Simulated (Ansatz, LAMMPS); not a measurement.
# Amorphous SiO2 (96 atoms): relaxation and levels of theory

Which bonds does the relaxation leave, and how do the Kohn-Sham gap, forces and pressure change with k-mesh and functional?

Calculated with Ansatz 0.2.0: Kohn-Sham DFT, PBE, PAW (set soft_2), plane waves; cutoff 420 eV, Γ point, fermi-dirac smearing of 0.025 eV.

**The cell**

Density at the start: 2.30 g/cm³. The cell holds 96 atoms: 32 Si and 64 O. Cell: a = 11.155 Å, b = 11.155 Å, c = 11.155 Å, α = 90.0°, β = 90.0°, γ = 90.0°. 96 atoms (32 Si, 64 O) placed at random at 2.3 g/cm³, melted at 5000 K for 10 ps at fixed volume with the Vashishta potential (Vashishta, Kalia, Rino and Ebbsjo, Phys. Rev. B 41, 12197 (1990)). Quenched from 5000 K to 300 K at 50 K/ps and fixed volume, held 5 ps, then minimised at fixed cell.

The atoms were relaxed with PBE. The walk converged after 19 steps, with a largest force component of 0.0303 eV/Å; it began at an r.m.s. force component of 0.69 eV/Å. The energy fell by 54.7 meV an atom.

The input of the reference single point:

```yaml
crystal:
  lattice:
    - [11.1551, 0.0, 0.0]
    - [0.0, 11.1551, 0.0]
    - [0.0, 0.0, 11.1551]
  atoms:
    - { symbol: Si, position: [0.28129, 0.23638, 0.66622] }
    - { symbol: Si, position: [0.5153, 0.60305, 0.8957] }
    - { symbol: Si, position: [0.66585, 0.02336, 0.98097] }
    - { symbol: Si, position: [0.72559, 0.44205, 0.05847] }
    [... 90 atom lines left out ...]
    - { symbol: O, position: [0.96511, 0.2381, 0.88673] }
    - { symbol: O, position: [0.74309, 0.30979, 0.81873] }
kpoints:
  mp_grid: { grid: [1, 1, 1] }
hamiltonian:
  xc: pbe
scf:
  occupations: { method: fermi_dirac, width: 0.025 }
output:
  forces: true
  stress: true
  populations: true
  dos:
    method: { smearing: { sigma: 0.08 } }
    de: 0.05
    projected: { site_lists: { O: [O], Si: [Si] } }
  eigenvalues: true
  write_density: true
  write_potential: true
  volumetric_format: npy
```

**Bonds after relaxation**

Bonds by pair of elements; cutoffs follow the first minimum of g(r), held within bounds set by covalent radii, and pairs that aren't listed don't count as bonded:

```
pair A-B  cutoff (Å)  bonds  mean length (Å)  spread (Å)  shortest (Å)  B about A  A about B
    O-Si        2.16    128             1.64       0.032          1.55          2          4
```

How many atoms have how many bonded neighbours:

```
element  mean   2  3   4  5
      O     2  64  0   0  0
     Si     4   0  1  30  1
```

**Beside experiment**

**What experiment says.** A silica glass plate was measured by high-energy x-ray diffraction at 20 K and the Si-O distance was taken from the first PDF peak (“Polyhedral units and network connectivity in calcium aluminosilicate glasses from high-energy x-ray diffraction”, 2000, arxiv:cond-mat/0007490): nearest Si–O distance 1.61 Å; number of O about Si 4. The nearest silicon-silicon distance in amorphous silica was obtained by fitting a symmetric peak to the measured radial distribution (as quoted in “New insights into the origin of the first sharp diffraction peak in amorphous silica from an analysis of chemical and radial ordering”, 2024, arxiv:2403.10632): nearest Si–Si distance 3.08 Å; nearest O–O distance 2.63 Å. The mean Si-O-Si angle was obtained by reanalysing earlier high-energy photon diffraction data in combination with published neutron diffraction data on silica glass (“Bond angle distribution in amorphous germania and silica”, 1996, arxiv:chem-ph/9603004): Si–O–Si angle 148.3 °.

Against the measurements quoted at the start:

```
              quantity  measured  this cell  difference                 method of the measurement
 nearest Si–O distance    1.61 Å     1.64 Å      +1.7 %         high-energy XRD, PDF Gaussian fit
nearest Si–Si distance    3.08 Å     3.08 Å      +0.0 %     diffraction, Gaussian radial peak fit
  nearest O–O distance    2.63 Å     2.66 Å      +1.1 %     diffraction, Gaussian radial peak fit
  number of O about Si         4          4      +0.0 %         high-energy XRD, PDF Gaussian fit
         Si–O–Si angle   148.3 °      142 °      -4.5 %  x-ray and neutron diffraction, model fit
```

The cell differs from the measured distances by up to 1.7 %, neighbour counts by up to 0.0 % and angles by up to 4.5 %. Distances of this cell are positions of the first main peak of g(r), or bond means where the peak is narrow; means over all bonds within a cutoff lie farther out for broad shells. The network comes from the model that made the cell; in DFT 0 of its 126 bonded pairs passed out of the cutoffs and 2 came within them. Our coordination numbers hang on a cutoff, and experiments count neighbours in their own ways.

**Levels of theory**

Single points at the relaxed geometry:

| functional | k-mesh | Kohn-Sham gap (eV) | pressure (GPa) | r.m.s. force component (eV/Å) | SCF cycles | time |
| --- | --- | --- | --- | --- | --- | --- |
| PBE | 1×1×1 | 3.891 | -0.25 | 0.007 | 9 | 20 s |
| PBE | 2×2×2 | 3.890 | -0.25 | 0.008 | 9 | 3.2 min |
| HSE06 | 1×1×1 | 5.701 | -5.05 | 0.198 | 15 | 4.5 min |
| r2SCAN | 1×1×1 | 4.540 | -4.93 | 0.167 | 10 | 53 s |
| PBEsol | 1×1×1 | 3.872 | -2.69 | 0.063 | 10 | 20 s |

The gap is that between the highest filled and lowest empty Kohn-Sham level on the run's k-points. Cutoffs: 420 eV for PBE, HSE06 and PBEsol; 500 eV for r2SCAN. Times come from shared hosts and are rough.

**Findings**

By these cutoffs 100 % of O atoms have 2 and 94 % of Si atoms have 4 neighbours. The Kohn-Sham gap is 3.89 eV with PBE on the 1×1×1 mesh and 3.89 eV on 2×2×2. On the 1×1×1 mesh HSE06 changes the gap by +1.81 eV against PBE. Carrying that shift over to the 2×2×2 mesh gives 3.89 + 1.81 = 5.70 eV, an estimate that takes the shift to be alike at all k-points. On the reference's mesh the gap changes with r2SCAN by +0.65 eV and PBEsol by -0.02 eV. Against the reference the pressure changes with HSE06 by -4.8 GPa, r2SCAN by -4.7 GPa and PBEsol by -2.4 GPa; a negative change means a smaller volume than PBE would take. The denser mesh moves the energy by -0.3 meV/atom and the pressure by +0.00 GPa.

Limits: All single points share the geometry relaxed with PBE. The density was set when the cell was made, as one point of a scan, and needn't be that of the real material. One sample; tail or defect levels can set the gap of a disordered cell. The quench rate of 50 K/ps is many orders above laboratory rates, so the cell is likely richer in defects and strain than a real sample. The network of bonds at the start is that of the classical potential that made the cell, and needn't be the one that DFT or experiment would give. In some runs the program notes that the exchange-correlation potential is rough where the density is thin, it cut back its work space to fit the memory limit, the exchange threshold is loose for the stress and the SCF threshold is loose for the stress.

[Logs are printed without paths, hosts, clocks, repeated set-up lines and the standing remarks that a program may print on its own settings, such as how far it seeks lower states.]

[Hosts, paths, dates, database ids (printed as entryN), source tags and the programs' standing remarks are cut or masked in the printed files.]
